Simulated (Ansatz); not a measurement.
# Bi$_{2}$Te$_{3}$: how the energy converges with the cutoff

Bi$_{2}$Te$_{3}$, R3m, a = 4.417 Å, c = 29.840 Å. This isn't the usual stable structure of the compound. Ansatz: r2SCAN, PAW, cutoff varied, Γ-centred 12×12×12 mesh on 5 atoms, Gaussian smearing 0.10 eV; no spin polarisation. Single points at one geometry, the cutoff alone changed; ΔE is the energy at zero smearing over the run at 600 eV. The runs up to 460 eV lie under the cutoff recommended for these PAW datasets.

```tsv
cutoff (eV)	ΔE (meV/atom)
150	60574.96
200	8613.29
250	1002.81
300	82.14
350	6.12
380	3.64
460	?
500	0.52
520	0.31
```

Q: Assume ΔE falls exponentially with the cutoff, fit y = ln ΔE against x, the cutoff in eV, to the other rows, and predict the missing value.

A: y = 11.012, 9.061, 6.911, 4.408, 1.812, 1.292, -0.654, -1.171. Means x = 331.2, y = 4.0839; Σ(Δx)² = 124488, ΣΔxΔy = -4119; the slope is their ratio. y = 15.04 − 0.03309 x, a factor of ten per 70 eV. At 460 eV this gives ΔE = 0.83 meV/atom. The run gave 1.32, a ratio of 0.63. Between neighbouring rows the decay runs from a factor of ten per 44 eV to one per 182 eV, so one exponential is only a rough guide.